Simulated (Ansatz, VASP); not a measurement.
# One calculation of WS2 (Tungstenite), two programs

```
W S
1.0
     3.18000    0.00000    0.00000
    -1.59000    2.75396    0.00000
     0.00000    0.00000   12.50000
W S
2 4
Direct
  0.66667 0.33333 0.75000
  0.33333 0.66667 0.25000
  0.66667 0.33333 0.37500
  0.33333 0.66667 0.87500
  0.66667 0.33333 0.12500
  0.33333 0.66667 0.62500
```

Alike in both runs: functional LDA; k mesh 10 × 10 × 3; occupations fermi-dirac, width 0.05 eV; no spin polarisation.

|  | VASP | Ansatz |
| --- | --- | --- |
| version | VASP 6.6.1 | Ansatz 0.2.0 |
| potentials or method | VASP PAW LDA potentials, release 64 (W_sv, S) | Ansatz PAW |
| plane-wave cutoff (eV) | 520 | 420 |
| valence electrons in the cell | 52 | 52 |
| task | single point | band structure |

Ansatz gave:

* gap on the k mesh at the Fermi level (eV): 1.04
* least direct gap on the mesh (eV): 2.06
* pressure (GPa): -5.6
* largest component of the traceless stress (GPa): 1.26
* rms of the force components (eV/Å): 0.169

Estimate VASP's values.

gap on the k mesh at the Fermi level (eV): 1.05; least direct gap on the mesh (eV): 2.07; pressure (GPa): -5.3; largest component of the traceless stress (GPa): 1.26; rms of the force components (eV/Å): 0.147.

Atom by atom the forces differ by 0.021 eV/Å (rms over components).

Caveats: spin-orbit coupling is left out, which moves the levels of the heavy elements; an odd mesh through Γ misses points on the zone boundary, where band edges often lie (VASP); the k mesh misses the band edges, so the gap on the mesh is wider than the one along the path (Ansatz); the PAW data sets come from PBE, with cores solved anew for the run's functional, which leaves a small shift of forces and pressure (Ansatz).
